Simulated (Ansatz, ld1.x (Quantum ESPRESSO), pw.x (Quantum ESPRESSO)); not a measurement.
## From atom to crystal: TM potential for Sn (Z = 50)

- Element: Sn
- Generator: ld1.x (Quantum ESPRESSO) 7.5
- Type: norm-conserving Troullier–Martins (Kleinman–Bylander form)
- Functional: PBE
- Relativity: scalar-relativistic
- Frozen core: [Kr] 4d10
- Valence charge: 4
- Reference configuration: 5s2 5p2
- Partial waves: 5s (bound): rc 1.95 bohr; 5p (bound): rc 2.55 bohr; 5d channel at -0.15 Ry: rc 2.70 bohr
- Local potential: all-electron potential smoothed inside 1.55 bohr (lloc = -1)
- Core correction: a·sin(br)/r model core inside 2.00 bohr

Atomic tests: cutoffs needed: 21 Ry and 30 Ry (the cutoffs (Ry, on a coarse ladder) from which the occupation-weighted sum of valence levels, in a spherical-Bessel basis at the reference potential, stays within 10 and 1 mRy of its value at 400 Ry); ghost test: ghost state, extra bound levels that the all-electron valence spectrum of the same l lacks: s at -71.8 eV; a true bound ghost makes a file unfit for plane-wave use (spherical-Bessel basis up to 400 Ry, 20 bohr box); largest excitation error: -339 meV (all-electron minus pseudo) for 5s1 5p0, out of 7 test configurations.

Crystal test: bcc Sn in pw.x 7.5, no spin, 12³ k-points, Fermi–Dirac smearing 0.01 Ry, cutoffs 50/200 Ry. The reference is all-electron LAPW (Ansatz 0.2.0) with the same functional, mesh and smearing; V0 and B0 come from Birch–Murnaghan fits to the pressures at five volumes. Errors are pseudo minus all-electron; Δ is the rms difference of the E(V) curves that follow from these fits, minima aligned, over ±6 % about the mean V0. Mesh and smearing are coarse, so the numbers serve the comparison and aren't converged zero-temperature values; the lattice is a test structure that the element need not adopt.

| V (Å³/atom) | P all-electron (GPa) | P pseudo (GPa) |
| --- | --- | --- |
| 26.399 | 2.38 | -2.58 |
| 27.093 | 0.96 | -3.10 |
| 27.788 | -0.26 | -3.58 |
| 28.483 | -1.32 | -3.97 |
| 29.177 | -2.23 | -4.30 |

All-electron: a0 = 3.809 Å (V0 = 27.63 Å³/atom), B0 = 46.7 GPa.

Pseudopotential: mean pressure error (GPa): -3.41. The pressure does not cross zero within the volumes sampled, so no fit is given. This is a poor potential for the solid. Note: ghost state, extra bound levels that the all-electron valence spectrum of the same l lacks: s at -71.8 eV. A true bound ghost makes a file unfit for plane-wave use. The logarithmic derivative shows an extra or strongly shifted pseudo pole above the reference energy (p near 0.61 Ry, d near 0.97 Ry).

**Question.** At the middle volume, how do free energy and pressure move when the wave cutoff is lowered (ecutrho kept at four times it)?

**Answer.**

```
cutoff (Ry)  shift of F (meV/atom)  shift of P (GPa)
         22               +13134.9           -220.37
         30                +2273.1            -62.56
         40                 +152.1             -6.75
```

The run at the middle volume (72 k-points, 10 iterations) took about 9.4 s on one core of a shared host (Neoverse-V2, 32 threads, 247 GiB, load 30).
